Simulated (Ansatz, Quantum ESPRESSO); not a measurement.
# La: programs and potentials compared

```xyz
1
Lattice="-2.1238 2.1238 2.1238 2.1238 -2.1238 2.1238 2.1238 2.1238 -2.1238" Properties=species:S:1:pos:R:3 pbc="T T T"
La    0.0000    0.0000    0.0000
```

This isn't the form of La at room conditions, which is double hcp.

Alike in all runs: task single point; functional PBEsol; k mesh 9 × 9 × 9; occupations fermi-dirac, width 0.05 eV; no spin polarisation; no spin-orbit coupling. Pressure is positive in compression and, in plane waves, holds the error of the finite cutoff, which Ansatz's Pulay term estimates and takes out.

| program and potentials | plane-wave cutoff (eV) | notes | pressure (GPa) |
| --- | --- | --- | --- |
| Ansatz, Ansatz PAW | 420 | potentials made for PBE, which Ansatz adapts in part | -2.57 |
| Ansatz, all-electron LAPW, scalar-relativistic | - | - | -2.54 |
| Quantum ESPRESSO, GBRV 1.5 PBEsol | 612 | - | -2.43 |

The pressure spans -2.57 (Ansatz, Ansatz PAW) to -2.43 GPa (Quantum ESPRESSO, GBRV 1.5 PBEsol), with all-electron results at -2.54.

Differences between rows come from potentials, basis sets and numerical settings, since the functional is the same but for its coding. Runs on potential files found faulty are left out.
